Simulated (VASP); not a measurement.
## KF (Carobbiite): relaxation of cell and atoms with PBEsol

KF (Carobbiite):

```xyz
2
Lattice="0.0000 2.6559 2.6559 2.6559 0.0000 2.6559 2.6559 2.6559 0.0000" Properties=species:S:1:pos:R:3 pbc="T T T"
K     0.0000    0.0000    0.0000
F     2.6559    2.6559    2.6559
```

```
Program                : VASP 6.6.1
Task                   : relaxation of cell and atoms
Functional             : PBEsol
Potentials or basis    : VASP PAW PBE potentials, release 64 (K_sv, F)
Cutoff                 : 600 eV
k mesh                 : 10 × 10 × 10
Occupations            : gaussian, width 0.03 eV
Spin                   : no spin polarisation
Further INCAR settings : ALGO = Normal; EDIFF = 1e-07; IBRION = 2; EDIFFG = -0.005; NSW = 90; ISIF = 3
```

```
Relaxed volume                         : 18.71 Å³/atom
Relaxed cell                           : a = 3.755 Å, b = 3.755 Å, c = 3.755 Å, α = 60.00°, β = 60.00°, γ = 60.00°
Space group after relaxing (to 0.05 Å) : Fm-3m (No. 225)
Energy gained by relaxing              : 0.0 meV/atom
Ionic steps                            : 2
Pressure after relaxing                : 0.0 GPa
Band gap on the k mesh                 : 6.13 eV, direct
```

Final structure:
```
K F
1.0
     0.00000    2.65497    2.65497
     2.65497    0.00000    2.65497
     2.65497    2.65497    0.00000
K F
1 1
Direct
  0.00000 0.00000 0.00000
  0.50000 0.50000 0.50000
```

Levels at points of the mesh, in eV from the valence-band top:
| k point | band 6 | band 7 | band 8 | band 9 | band 10 | band 11 |
| --- | --- | --- | --- | --- | --- | --- |
| (0.00, 0.00, 0.00) | 0.00 | 0.00 | 0.00 | 6.13 | 10.69 | 10.69 |
| (0.50, 0.00, 0.00) | -0.83 | -0.37 | -0.37 | 9.05 | 10.60 | 12.14 |
| (0.50, 0.50, 0.00) | -0.20 | -0.05 | -0.05 | 8.11 | 10.34 | 11.81 |

Run time: 14 s on 4 MPI ranks on Intel(R) Xeon(R) 6975P-C (Granite Rapids) (shared host), peak memory 0.18 GiB a rank.

Caveat: the PAW data sets were made with another functional, which shifts forces and pressure a little. As with any semilocal functional, this PBEsol gap is likely too small.
